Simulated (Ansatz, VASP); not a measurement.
Two plane-wave programs on H4CO

```
CELL_PARAMETERS angstrom
7.38032 0.00000 0.00000
0.00000 7.38032 0.00000
0.00000 0.00000 7.38032
ATOMIC_POSITIONS crystal
C 0.62100 0.42725 0.18720
C 0.71688 0.42589 0.69717
C 0.26322 0.58537 0.50194
C 0.30849 0.06825 0.61316
C 0.18424 0.22947 0.09011
C 0.84235 0.92167 0.40576
O 0.78288 0.32637 0.15684
O 0.76687 0.25989 0.78565
O 0.09305 0.51594 0.56139
O 0.20250 0.96229 0.73337
O 0.26664 0.05259 0.08872
O 0.88114 0.10583 0.44937
H 0.65092 0.53985 0.28001
H 0.78078 0.28272 0.02959
H 0.56774 0.48386 0.05984
H 0.51527 0.34169 0.24963
H 0.57158 0.45156 0.71879
H 0.81832 0.18168 0.68960
H 0.79600 0.53936 0.75216
H 0.74449 0.41684 0.55168
H 0.23526 0.67308 0.38505
H 0.11611 0.42148 0.65006
H 0.33070 0.66736 0.60689
H 0.35512 0.47624 0.45762
H 0.22115 0.10786 0.49886
H 0.25148 0.97530 0.85665
H 0.36121 0.19152 0.67950
H 0.42740 0.99261 0.56117
H 0.07832 0.22567 0.98607
H 0.35387 0.04564 0.18751
H 0.12205 0.26150 0.22113
H 0.28242 0.33612 0.05399
H 0.92062 0.83418 0.49719
H 0.84344 0.18186 0.34554
H 0.69645 0.89012 0.42358
H 0.88097 0.89082 0.26460
```

Alike in both runs: functional PBE; dispersion D3(BJ); k mesh 1 × 1 × 1; occupations fermi-dirac, width 0.02 eV; no spin polarisation.

Ansatz relaxed the structure, and its values are those at the end. VASP's run is a single point on that final structure, the one shown.

```csv
,VASP,Ansatz
version,VASP 6.6.1,Ansatz 0.2.0
potentials or method,"VASP PAW PBE potentials, release 64 (C, O, H)","scalar-relativistic, plane waves, PAW"
plane-wave cutoff (eV),520,420
valence electrons in the cell,84,84
```

VASP gave:

- rms of the force components (eV/Å): 0.059
- dispersion energy (meV/atom): -34.9

Problem. What did Ansatz give for the same quantities?

Solution. rms of the force components (eV/Å): 0.058; dispersion energy (meV/atom): -34.9.
